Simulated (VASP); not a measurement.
Input of a VASP 6.6.1 run:

POSCAR

```
ZnO
1.0
    3.2493080000      0.0000000000      0.0000000000
   -1.6246540000      2.8139832727      0.0000000000
    0.0000000000      0.0000000000      5.2057090000
Zn O
2 2
Direct
    0.3333333333      0.6666666667      0.5000000000
    0.6666666667      0.3333333333      0.0000000000
    0.6666666667      0.3333333333      0.3790100000
    0.3333333333      0.6666666667      0.8790100000
```

INCAR.step1

```
PREC = Accurate
ENCUT = 520
EDIFF = 1E-5
ISMEAR = 0
SIGMA = 0.03
LREAL = False
LASPH = True
NELM = 80
ALGO = Normal
ISIF = 2
LWAVE = True
LCHARG = False
KPAR = 2
GGA = PE
```

INCAR.step2

```
PREC = Accurate
ENCUT = 520
EDIFF = 1E-6
ISMEAR = 0
SIGMA = 0.03
LREAL = False
LASPH = True
NELM = 80
ALGO = Normal
ISIF = 2
LWAVE = False
LCHARG = False
METAGGA = MBJ
KPAR = 2
ISTART = 1
```

File KPOINTS:

```
regular mesh
0
Gamma
  9 9 5
```

Contents of KPOINTS_OPT:

```
explicit points
181
Reciprocal
 0.0000000000  0.0000000000  0.0000000000 1
 0.0263157895  0.0000000000  0.0000000000 1
 0.0526315789  0.0000000000  0.0000000000 1
 0.0789473684  0.0000000000  0.0000000000 1
 0.1052631579  0.0000000000  0.0000000000 1
 0.1315789474  0.0000000000  0.0000000000 1
[... 173 lines left out ...]
 0.3333333333  0.3333333333  0.5000000000 1
 0.0000000000  0.0000000000  0.0000000000 1
```

Potentials or basis: VASP PAW PBE potentials, release 64 (Zn, O).

Run with:

```bash
$ cat potpaw_PBE.64/Zn/POTCAR potpaw_PBE.64/O/POTCAR > POTCAR
$ cp INCAR.step1 INCAR
$ mpirun -np 2 vasp_std > vasp.out
$ cp INCAR.step2 INCAR
$ mpirun -np 2 vasp_std > vasp.out
```

(1) Estimate the band gap on the k mesh.

(2) What does it give for the band gap along the path?

## Answers

(1) 2.58 eV, direct.

(2) 2.58 eV, direct.

**Experimental background.**

From “Electronic structure of alkaline earth and post-transition metal oxides”, 2009, arxiv:0908.1581, for a bulk crystal of ZnO: band gap 3.37 eV.

Measured gap of ZnO: 3.37 eV (quoted in “Electronic structure of alkaline earth and post-transition metal oxides”, 2009, arxiv:0908.1581). This calculation gives 2.58 eV (-0.79 eV). The value is that of TB-mBJ, without temperature or zero-point motion.
